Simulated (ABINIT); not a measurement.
A run of ABINIT 10.8.3 (patched build) is set up as follows.

File run.abi:

```
# Datasets
ndtset 3

# Pseudopotentials
pp_dirpath "./"
pseudos "Tl.upf"

# Structure
acell 6.5308934867 6.5308934867 10.4407368386
rprim
     1.0000000000     0.0000000000     0.0000000000
    -0.5000000000     0.8660254038     0.0000000000
     0.0000000000     0.0000000000     1.0000000000
ntypat 1
znucl 81
natom 2
typat 1 1
xred
            2/3            1/3            3/4
            1/3            2/3            1/4

# Plane-wave basis
ecut 26.0

# k points
ngkpt 16 16 8
nshiftk 1
shiftk 0.0 0.0 0.5
istwfk *1

# Exchange and correlation
ixc 7

# Bands and occupations
occopt 3
tsmear 0.00499791

# SCF cycle
nstep 80

# Output
iomode 3
prteig 0
prtebands 0

# Dataset 1: ground state
nband1 17
tolvrs1 1.0e-12
prtden1 1
prtwf1 0
kptopt1 1

# Dataset 2: empty bands at fixed density
iscf2 -3
getden2 1
nband2 29
nbdbuf2 4
tolwfr2 1.0e-12
nstep2 120
prtden2 0
kptopt2 1

# Dataset 3: wave functions and velocity matrix elements in the full zone
optdriver3 8
wfk_task3 "wfk_optics_fullbz"
getwfk3 2
nband3 25
kptopt3 1
prtevk3 1
inclvkb3 2
```

Contents of optic.abi:

```
&FILES
 ddkfile_1 = 'runo_DS3_1_EVK.nc',
 ddkfile_2 = 'runo_DS3_2_EVK.nc',
 ddkfile_3 = 'runo_DS3_3_EVK.nc',
 wfkfile = 'runo_DS3_WFK.nc'
/
&PARAMETERS
 broadening = 0.007350,
 domega = 0.002,
 maxomega = 0.8,
 scissor = 0.000000,
 tolerance = 0.002
/
&COMPUTATIONS
 num_lin_comp = 2,
 lin_comp = 11,33,
 num_nonlin_comp = 0
/
```

Potentials or basis: PseudoDojo NC SR LDA v0.4.1 standard.

Run with:

```console
$ abinit run.abi > log 2>&1
$ optic optic.abi > optic.log 2>&1
```

Question: Estimate the pressure.

Answer: -2.2 GPa.

Stress tensor (GPa, compression positive):
```
-2.06  0.00  0.00
 0.00 -2.06  0.00
 0.00  0.00 -2.49
```

 Spin-orbit coupling is left out, which matters for the levels of Tl.
